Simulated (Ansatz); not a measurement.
**CdTe: reading a single point**

```xyz
8
Lattice="6.8141 0.0000 0.0000 0.0000 6.1356 0.0000 0.0000 0.0000 5.7940" Properties=species:S:1:pos:R:3 pbc="T T T"
Cd    1.7376    0.0589    1.4485
Cd    5.0765    6.0767    4.3455
Cd    1.7376    3.0089    4.3455
Cd    5.0765    3.1267    1.4485
Te    5.8554    0.3853    1.4485
Te    0.9588    5.7503    4.3455
Te    5.8554    2.6825    4.3455
Te    0.9588    3.4531    1.4485
```

Single point in Ansatz 0.2.0 with LDA, no spin polarisation. Cutoff 420 eV, PAW datasets, 5×6×6 Γ-centred k mesh, fermi-dirac filling (width 0.1 eV).

Q: What do density and ELF say about some of the short contacts?

A: Cd–Te at 2.72 Å: least valence density 0.37 e/Å³ and ELF 0.31 there. These are pseudo-fields; inside the PAW spheres they differ from the all-electron ones.

Q: Where is the largest force?

A: The largest is on Te5 (and as large on other atoms): 2.49 eV/Å, components (-2.42, -0.59, 0.00). It makes 159° with the line to a nearest neighbour, Cd1 at 2.72 Å, pointing away from it.

Q: What does the stress say?

A: The pressure is 1.5 GPa (compression positive), so with the atoms held at these fractions the cell would first expand; the forces are large, so a full relaxation may end otherwise. The principal stresses -1.1, 1.5, 4.0 GPa differ, so its shape would change too.

Q: Which element gives electrons and which takes them?

A: Bader charges in e: Cd +0.35, Te -0.35. In the mean Cd gives up most and Te takes most.

Q: Is there a gap?

A: It is a metal, with about 3.3 states/eV a cell as the mean within 0.25 eV of the Fermi level, mostly Te p (70 %) and Cd s (21 %).

Origin: a known structure type with other elements, at an estimated volume, so it need not be a known compound. Caveats: atoms or cell far from equilibrium.
